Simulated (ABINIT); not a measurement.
PtS2, 3 atoms in the cell. Symmetry: P-3m1, No. 164, trigonal system. The conventional cell has a = 3.543 Å, b = 3.543 Å, c = 5.039 Å, α = 90.00°, β = 90.00°, γ = 120.00°. Around Pt (site symmetry -3m) lie 6 S at 2.34 Å. Around S (site symmetry 3m) lie 3 Pt at 2.34 Å. 

| Item | Value |
| --- | --- |
| Program | ABINIT 10.8.3 (patched build) |
| Task | single point |
| Functional | PBE |
| Potentials or basis | PseudoDojo NC SR PBE v0.4.1 standard |
| Cutoff | 1143 eV |
| k mesh | 7 × 7 × 4 |
| Occupations | fermi-dirac, width 0.05 eV |
| Spin | no spin polarisation |

Potentials or basis: PseudoDojo NC SR PBE v0.4.1 standard.

Command:

```bash
$ abinit run.abi > log 2>&1
```

Hardware: 1 thread of Intel(R) Xeon(R) Platinum 8488C (Sapphire Rapids) (shared host).

Q: How long does it take, and how much memory?

A: Run time: 98 s on 1 thread of Intel(R) Xeon(R) Platinum 8488C (Sapphire Rapids), with other jobs on the host, peak memory 0.12 GiB. Counts: scf iterations 12, mpi ranks 1, k points 28, bands 19, plane waves 4830.
